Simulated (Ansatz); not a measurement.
# Spin–orbit splittings in Tl

```
Tl
1.0
     3.45600    0.00000    0.00000
    -1.72800    2.99298    0.00000
     0.00000    0.00000    5.52500
Tl
2
Direct
  0.33333 0.66667 0.25000
  0.66667 0.33333 0.75000
```

Atoms are numbered in the order listed.

Structure: COD 9008519, as refined from experiment and not relaxed.

Levels of theory: DFT, PBE, all-electron LAPW, scalar-relativistic (Ansatz 0.2.0); DFT, PBE, all-electron LAPW, Dirac equation with spin-orbit coupling (Ansatz 0.2.0).

The runs use a Γ-centred 11×11×6 k mesh, Fermi–Dirac smearing of 0.05 eV, basis error target 0.5 meV/atom, no spin polarisation.

Levels between -6 and 4 eV, each run counted from its own valence-band top where it has a gap, else its Fermi level. Scalar levels are listed once for both spins; with the coupling every spinor state is counted. Levels near the edges of the range can cross them.

Problem. At K (0.333, 0.333, 0.000) the scalar-relativistic levels are -4.57 (×2), -1.29, 1.81 (×2), 2.83, 3.16 (×2). What are they with spin–orbit coupling?

Solution. -4.42 (×2), -4.35 (×2), -1.26 (×2), 1.28 (×2), 2.31 (×2), 2.55 (×2), 3.42 (×2), 3.70 (×2).
